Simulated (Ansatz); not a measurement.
# Sc3Al: the cost of one run

Program: Ansatz 0.2.0. Level of theory: DFT PBE, scalar-relativistic, plane waves, PAW. These are calculated values, not measurements.

1 further run of the same task is left out (it didn't finish).

**1. Starting point**

The structure is orthorhombic, space group Pmmm (No. 47). Conventional cell: a = 2.928 Å, b = 4.140 Å, c = 5.856 Å, α = 90.00°, β = 90.00°, γ = 90.00°. Sc (site symmetry mm2) has 8 Sc at 2.93 Å and 4 Al at 2.93 Å as nearest neighbours. Around Sc (site symmetry mmm) lie 10 Sc at 2.93 Å and 2 Al at 2.93 Å. Al (site symmetry mmm) is surrounded by 10 Sc at 2.93 Å and 2 Al at 2.93 Å.

Coordinates:

```xyz
4
Lattice="2.9278 0.0000 0.0000 0.0000 4.1405 0.0000 0.0000 0.0000 5.8555" Properties=species:S:1:pos:R:3 pbc="T T T"
Sc    1.4639    2.0702    1.4639
Sc    0.0000    0.0000    2.9278
Sc    1.4639    2.0702    4.3916
Al    0.0000    0.0000    0.0000
```

The start is an ordering of an alloy on its end members' structure types: elements ordered on the sites of the Ir type, Al/Sc on Ir (Pmmm, No. 47).

**2. A first look at the guess**

File input.yaml:

```yaml
crystal:
  lattice:
    - [2.92775168, 0.0, 0.0]
    - [0.0, 4.14046613, 0.0]
    - [0.0, 0.0, 5.85550336]
  atoms:
    - { symbol: Sc, position: [0.5, 0.5, 0.25] }
    - { symbol: Sc, position: [0.0, 0.0, 0.5] }
    - { symbol: Sc, position: [0.5, 0.5, 0.75] }
    - { symbol: Al, position: [0.0, 0.0, 0.0] }
basis:
  ecutwfc: 420
kpoints:
  mp_grid: { grid: [6, 4, 4] }
hamiltonian:
  xc: pbe
scf:
  occupations: { method: gaussian, width: 0.1 }
  lower_state_search: "off"
output:
  forces: true
  stress: true
  eigenvalues: true
```

Command:

```bash
ansatz run input.yaml --threads 1 --pin off --max-ram 2560MiB --backend cpu --events-out ev --progress --plain --runs-dir out
```

Q: Estimate wall time and peak memory on 1 thread of Intel Xeon at 2.50GHz (Skylake/Cascade Lake), shared host.

About 7 s, with a peak of 0.36 GiB.
